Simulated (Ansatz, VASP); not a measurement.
Two plane-wave programs on KI

```
K I
1.0
     0.00000    3.52455    3.66553
     3.52455    0.00000    3.66553
     3.52455    3.52455    0.00000
K I
1 1
Cartesian
  0.0000 0.0000 0.0000
  3.5246 3.5246 3.6655
```

Change from the starting cell: strain +0.0400 x Voigt [0, 0, 1, 0, 0, 0], atoms carried along.

Alike in both runs: task single point; functional PBE; k mesh 6 × 6 × 6; occupations gaussian, width 0.05 eV; no spin polarisation.

```csv
,VASP,Ansatz
version,VASP 6.6.1,Ansatz 0.2.0
potentials or method,"VASP PAW PBE potentials, release 64 (K_sv, I)","scalar-relativistic, plane waves, PAW"
plane-wave cutoff (eV),520,420
valence electrons in the cell,16,26
```

Ansatz gave:

| Quantity | Value |
| --- | --- |
| gap on the k mesh at the Fermi level (eV) | 3.89 |
| least direct gap on the mesh (eV) | 3.89 |
| pressure (GPa) | 0.2 |
| largest component of the traceless stress (GPa) | 0.54 |

Q: Which values does VASP return?

A: gap on the k mesh at the Fermi level (eV): 3.89; least direct gap on the mesh (eV): 3.89; pressure (GPa): 0.3; largest component of the traceless stress (GPa): 0.55.

The two sets of potentials don't hold the same shells in valence.

Caveats: spin-orbit coupling is left out, which moves the levels of the heavy elements.
